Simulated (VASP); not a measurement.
## In: relaxation of cell and atoms with RPBE

The system is In.

```xyz
1
Lattice="-1.6650 1.6650 2.5923 1.6650 -1.6650 2.5923 1.6650 1.6650 -2.5923" Properties=species:S:1:pos:R:3 pbc="T T T"
In   -1.6650    1.6650    2.5923
```

* Program: VASP 6.6.1
* Task: relaxation of cell and atoms
* Functional: RPBE
* Potentials or basis: VASP PAW PBE potentials, release 64 (In_d)
* Cutoff: 600 eV
* k mesh: 16 × 16 × 16
* Occupations: methfessel-paxton, width 0.1 eV
* Spin: no spin polarisation
* Further INCAR settings: ALGO = Normal; EDIFF = 1e-07; IBRION = 2; EDIFFG = -0.005; NSW = 90; ISIF = 3

The relaxed volume is 28.74 Å³/atom and the relaxed cell is a = 3.505 Å, b = 3.505 Å, c = 3.505 Å, α = 123.35°, β = 123.35°, γ = 84.29°. The space group after relaxing (to 0.05 Å) is I4/mmm (No. 139), the energy gained by relaxing is 0.0 meV/atom and the ionic steps are 3. The pressure after relaxing is 0.0 GPa and the band gap on the k mesh is none (metal or under the smearing width).

Final structure:
```yaml
crystal:
  lattice:
    - [-1.66292, 1.66292, 2.59855]
    - [1.66292, -1.66292, 2.59855]
    - [1.66292, 1.66292, -2.59855]
  atoms:
    - { symbol: In, position: [0.00000, 0.00000, 0.00000] }
```

Levels at points of the mesh, in eV from the Fermi level:
| k point | band 3 | band 4 | band 5 | band 6 | band 7 | band 8 | band 9 | band 10 |
| --- | --- | --- | --- | --- | --- | --- | --- | --- |
| (0.00, 0.00, 0.00) | -14.59 | -14.56 | -14.44 | -8.92 | 9.75 | 9.75 | 9.89 | 11.34 |
| (0.50, 0.00, 0.00) | -14.57 | -14.39 | -14.36 | -4.23 | -3.00 | 6.70 | 8.75 | 10.31 |
| (0.50, 0.50, 0.00) | -14.39 | -14.39 | -14.29 | -1.70 | -1.61 | 3.18 | 3.78 | 6.42 |
| (0.50, 0.50, 0.50) | -14.37 | -14.36 | -14.36 | -3.27 | -2.49 | 4.73 | 4.73 | 7.90 |

Run time: 72 s on 1 thread of Intel(R) Xeon(R) 6975P-C (Granite Rapids), with other jobs on the host, peak memory 0.26 GiB.

Caveat: the PAW data sets were made with another functional, which shifts forces and pressure a little.
